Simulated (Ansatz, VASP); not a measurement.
**ZnSe (Stilleite): VASP beside Ansatz**

Contents of INCAR:

```
PREC = Accurate
ENCUT = 600
EDIFF = 1E-7
ISMEAR = -1
SIGMA = 0.05
LREAL = F
LASPH = T
NELM = 60
ALGO = Fast
ISIF = 3
LWAVE = F
LCHARG = F
GGA = PS
IVDW = 12
IBRION = 2
NSW = 40
EDIFFG = -0.02
```

File KPOINTS:

```
Automatic mesh
0
Gamma
  8 8 8
```

File POSCAR:

```
ZnSe
1.0
    0.0000000000      2.8338000000      2.8338000000
    2.8338000000      0.0000000000      2.8338000000
    2.8338000000      2.8338000000      0.0000000000
Se Zn
1 1
Direct
    0.7500000000      0.7500000000      0.7500000000
    0.0000000000      0.0000000000      0.0000000000
```

input.yaml

```yaml
crystal:
  lattice:
    - [0.0, 2.8338, 2.8338]
    - [2.8338, 0.0, 2.8338]
    - [2.8338, 2.8338, 0.0]
  atoms:
    - { symbol: Se, position: [0.75, 0.75, 0.75] }
    - { symbol: Zn, position: [0.0, 0.0, 0.0] }
hamiltonian:
  xc: pbesol
  pseudopotentials: { kind: paw }
  dispersion: d3bj
kpoints:
  mp_grid: { grid: [8, 8, 8] }
scf:
  occupations: { method: fermi_dirac, width: 0.05 }
output:
  forces: true
  stress: true
relax:
  f_tol: 0.01
  max_steps: 40
  cell: { stress_tol: 0.05 }
```

Alike in both runs: task relaxation of cell and atoms; functional PBEsol; dispersion D3(BJ); k mesh 8 × 8 × 8; occupations fermi-dirac, width 0.05 eV; no spin polarisation.

|  | VASP | Ansatz |
| --- | --- | --- |
| version | VASP 6.6.1 | Ansatz 0.2.0 |
| potentials or method | VASP PAW PBE potentials, release 64 (Se, Zn) | Ansatz PAW |
| plane-wave cutoff (eV) | 600 | 420 |
| valence electrons in the cell | 18 | 28 |

|  | VASP | Ansatz | Ansatz less VASP |
| --- | --- | --- | --- |
| relaxed volume (Å³/atom) | 21.73 | 21.67 | -0.069 |
| relaxed cell length with the largest relative difference (Å) | 3.947 | 3.942 | -0.0042 |
| energy change over the relaxation (meV/atom) | -9 | -11 | -1.6 |

The two sets of potentials don't hold the same shells in valence.

Caveats: the PAW data sets were made with another functional, which shifts forces and pressure a little (VASP); the plane-wave basis is chosen anew once the cell has moved, so the energies of steps on either side of that aren't comparable (Ansatz); the PAW data sets come from PBE, with cores solved anew for the run's functional, which leaves a small shift of forces and pressure (Ansatz).
